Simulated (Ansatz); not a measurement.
# Phonons of BaF2 in the fluorite structure

The computed numbers are results of PBEsol, scalar-relativistic (no spin polarisation) in the plane-wave PAW code Ansatz at 420 eV, Gaussian smearing of 0.05 eV. The datasets are Ansatz's generated set soft_2.

```
Ba F
1.0
     0.00000    3.06813    3.06813
     3.06813    0.00000    3.06813
     3.06813    3.06813    0.00000
Ba F
1 2
Direct
  0.00000 0.00000 0.00000
  0.25000 0.25000 0.25000
  0.75000 0.75000 0.75000
```

The start was a prototype's sites filled with these elements; the Crystallography Open Database holds the compound in this structure.

Force constants come from finite displacements in a 2×2×2 supercell (the unit cell's 6×6×6 k-mesh, folded to it); the long-range dipole term is included. Points in reciprocal vectors of this cell: Γ = (0.000, 0.000, 0.000), X = (0.500, 0.000, 0.500), U = (0.625, 0.250, 0.625), K = (0.375, 0.375, 0.750), L = (0.500, 0.500, 0.500), W = (0.500, 0.250, 0.750).

Frequencies at the named points (cm⁻¹, imaginary ones negative):
```tsv
point	ω (cm⁻¹)
Γ	0 0 0 181 181 241 241 241 338
X	92 92 144 157 176 176 228 228 317
U	87 117 139 150 179 191 227 243 294
K	87 117 139 150 179 191 227 243 294
L	66 66 145 197 197 219 219 221 287
W	98 126 126 149 173 207 207 266 280
```

(1) Is the structure dynamically stable along this path, and where does the spectrum end?

(2) What does the harmonic approximation give for the vibrational free energy, entropy and heat capacity?

Answers:

(1) Yes: no branch is imaginary beyond numerical noise. The highest frequency is 338 cm⁻¹, at Γ. Points that don't fit the supercell are interpolated.

(2) Zero-point energy 33.4 meV/atom.
| T (K) | F_vib (meV/atom) | S (J/K per mole of atoms) | C_V (J/K per mole of atoms) |
| --- | --- | --- | --- |
| 100 | 29.7 | 10.0 | 14.8 |
| 200 | 12.4 | 22.8 | 21.4 |
| 300 | -16.2 | 31.9 | 23.3 |
| 400 | -53.0 | 38.7 | 24.0 |
| 500 | -96.0 | 44.1 | 24.3 |
| 600 | -144.1 | 48.6 | 24.5 |
| 700 | -196.4 | 52.3 | 24.6 |
| 800 | -252.4 | 55.6 | 24.7 |
| 900 | -311.6 | 58.5 | 24.7 |
| 1000 | -373.7 | 61.2 | 24.8 |

The highest mode, 338 cm⁻¹, is worth 490 K. At 300 K the heat capacity has reached 93 % of the classical limit 3R = 24.9 J/K per mole of atoms: a mode at k_BT already holds 92 % of its classical share, and one at 1.5 k_BT 83 %.

Run time: 20 s on 4 threads of Arm Neoverse V2 (shared host), peak memory 1.5 GiB.

These numbers lack spin–orbit coupling.
